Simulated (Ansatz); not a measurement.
CaF2 (started from an entry of an open crystallographic database) was put through Ansatz (plane waves). The input holds the cell as the database lists it.

Starting structure:
```
Ca F
1.0
     0.00000    2.73100    2.73100
     2.73100    0.00000    2.73100
     2.73100    2.73100    0.00000
Ca F
1 2
Direct
  0.00000 0.00000 0.00000
  0.25000 0.25000 0.25000
  0.75000 0.75000 0.75000
```

What the program printed (shortened):
```
Pseudopotential: Ca, paw, valence charge 10, recommended cutoff 420 eV (normal)
Pseudopotential: F, paw, valence charge 7, recommended cutoff 420 eV (normal)
Functional definition: PBE
  parameter kappa = 0.804
  parameter beta = 0.06672455060314922
  exchange = pbe_x(kappa = kappa, mu = beta*pi^2/3)
  correlation = pbe_c(beta = beta)
Crystal: 3 atoms, lattice volume = 40.738 Å³
Basis set: ecut = 420 eV, 821 PW (Γ)
Bands: 16, of which v1, the nominal top of the filled ones, is band 12 counted from 1 (11 counted from 0)
Symmetry: 48 space group operations
Space group: Fm-3m (ITA 225)
k-points: 29 of 512
preconditioner: auto → none  [insulator: Δε(μ)=7.307 eV  σ=0.020 eV  ℏωp=27.3 eV]
SCF 1 converged in 6 iterations: F = -3439.803421 eV  dr2 = 1.17e-9
relax step 1: F+E_penalty+E_count = -3439.80342133 eV  P = +2.205 GPa  Ω = 40.738 Å³
SCF 2 converged in 5 iterations: F = -3439.806944 eV  dr2 = 7.35e-8
relax step 2: F+E_penalty+E_count = -3439.80694432 eV  P = +0.213 GPa  Ω = 41.632 Å³
SCF 3 converged in 4 iterations: F = -3439.806671 eV  dr2 = 3.96e-8
relax step 3: F+E_penalty+E_count = -3439.80667090 eV  P = +0.006 GPa  Ω = 41.730 Å³
SCF 4 converged in 6 iterations: F = -3439.810706 eV  dr2 = 1.62e-12
relax step 4: F+E_penalty+E_count = -3439.81070631 eV  P = +0.211 GPa  Ω = 41.730 Å³  (SCF on a basis re-selected at this cell)
SCF 5 converged in 4 iterations: F = -3439.810424 eV  dr2 = 4.03e-8
relax step 5: F+E_penalty+E_count = -3439.81042362 eV  P = +0.015 GPa  Ω = 41.831 Å³
SCF 6 converged in 6 iterations: F = -3439.810691 eV  dr2 = 5.64e-12
relax step 6: F+E_penalty+E_count = -3439.81069130 eV  P = +0.023 GPa  Ω = 41.831 Å³  (SCF on a basis re-selected at this cell)
SCF converged after 6 iterations
Free energy (F): -3439.810691 eV
Fermi energy:    6.663661 eV
--- Stress (GPa, compression-positive) ---
        0.022985       0.000000       0.000000
        0.000000       0.022985       0.000000
        0.000000       0.000000       0.022985
  P = ⅓ Tr σ = 0.0230 GPa (0.230 kbar)
--- Relaxed structure (4 steps of the walk, 4 accepted, 2 SCFs on fresh bases) ---
  F+E_penalty+E_count = -3439.81069130 eV
  cell:  # Å, volume = 41.8307 Å³
    - [0.000000, 2.755213, 2.755213]
    - [2.755213, 0.000000, 2.755213]
    - [2.755213, 2.755213, 0.000000]
  atoms:
    - { symbol: Ca, position: [0.000000, 0.000000, 0.000000] }
    - { symbol: F, position: [0.250000, 0.250000, 0.250000] }
    - { symbol: F, position: [0.750000, 0.750000, 0.750000] }
```

Problem. What input produced it? Give the YAML.

Solution.
```yaml
crystal:
  # lattice and atoms as above
kpoints:
  mp_grid: { grid: [8, 8, 8] }
hamiltonian:
  xc: pbe
scf:
  occupations: { method: fermi_dirac, width: 0.02 }
relax:
  f_tol: 0.005
  cell: {}
```
The relax steps with a changing cell volume need the relax block with cell. Not every key shows in the log; this is the file that was used.

Command: `ansatz run input.yaml --threads 2 --pin off --max-ram 2211MiB --backend cpu --events-out ev --progress --plain --runs-dir out`.

(Simulation; spin polarisation is off.)
